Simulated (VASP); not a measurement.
Here is a VASP 6.6.1 calculation.

INCAR

```
PREC = Accurate ; ENCUT = 520
EDIFF = 1E-7 ; ISMEAR = 0
SIGMA = 0.02 ; LREAL = False
LASPH = True ; NELM = 80
ALGO = Normal ; ISIF = 2
LWAVE = False ; LCHARG = True
GGA = PE ; LVHAR = True
```

Contents of KPOINTS:

```
regular mesh
0
Gamma
  6 6 5
```

POSCAR

```
NaCl                                    
1.0
    3.9514020999      0.0000000000      0.0000000000
    0.0000000000      3.9514020999      0.0000000000
    0.0000000000      0.0000000000      5.7581925569
  Na              Cl            
     2     2
Direct
     0.0000000000000000    0.0000000000000000    0.0000000000000000
     0.5000000000000000    0.5000000000000000    0.5000000000000000
     0.5000000000000000    0.5000000000000000    0.0000000000000000
     0.0000000000000000    0.0000000000000000    0.5000000000000000
```

Potentials or basis: VASP PAW PBE potentials, release 64 (Na_pv, Cl).

The run is started by

```bash
$ cat potpaw_PBE.64/Na_pv/POTCAR potpaw_PBE.64/Cl/POTCAR > POTCAR
$ mpirun -np 1 vasp_std > vasp.out
```

Task: What does it give for the band gap on the k mesh?

Result: 5.09 eV.

Task: Estimate the pressure.

Result: 0.7 GPa.

Stress tensor (GPa, compression positive):
```
 1.11  0.00  0.00
 0.00  1.11  0.00
 0.00  0.00 -0.08
```

Caveat: an odd mesh through Γ misses points on the zone boundary, where band edges often lie. PBE gaps usually lie below the measured ones, often by a third to a half.
